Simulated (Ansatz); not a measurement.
GaP:

```
CELL_PARAMETERS angstrom
3.45666 0.00000 0.00000
0.00000 3.45666 0.00000
0.00000 0.00000 2.80256
ATOMIC_POSITIONS crystal
Ga 0.00000 0.00000 0.00000
P 0.50000 0.50000 0.50000
```

The cell was built by a generator and needn't be a form met in nature.

```yaml
Program: Ansatz 0.2.0
Task: relaxation of cell and atoms
Functional: HF
Potentials_or_basis: Ansatz PAW
Cutoff: "420 eV (not typed: the program's choice for these potentials)"
k_mesh: 4 × 4 × 5
Occupations: fermi-dirac, width 0.05 eV
Spin: no spin polarisation
```

At the start: volume 16.74 Å³/atom.

Problem. How do energy, volume and symmetry change on relaxing?

Solution. It ends after 7 steps and the volume is 18.32 Å³/atom (+9.4 %); space group P4/mmm (No. 123, to 0.05 Å).

Step by step:
```tsv
step	energy change (eV)	largest force (eV/Å)	volume (Å³)
1	0.0000	0.0000	33.49
2	-0.1406	0.0000	34.87
3	-0.1359	0.0000	38.23
4	-0.1596	0.0000	36.73
5	-0.1601	0.0000	36.62
6	-0.1600	0.0000	36.65
7	-0.1647	0.0000	36.65
```

Final structure:
```xyz
2
Lattice="3.4898 0.0000 0.0000 0.0000 3.4898 0.0000 0.0000 0.0000 3.0094" Properties=species:S:1:pos:R:3 pbc="T T T"
Ga    0.0000    0.0000    0.0000
P     1.7449    1.7449    1.5047
```

Caveat: the k mesh is coarse (spacing up to 0.45 Å⁻¹), so the values aren't converged, least of all with exact exchange; the plane-wave basis is chosen anew once the cell has moved, so the energies of steps on either side of that aren't comparable; the PAW data sets come from PBE, with cores solved anew for the run's functional, which leaves a small shift of forces and pressure.
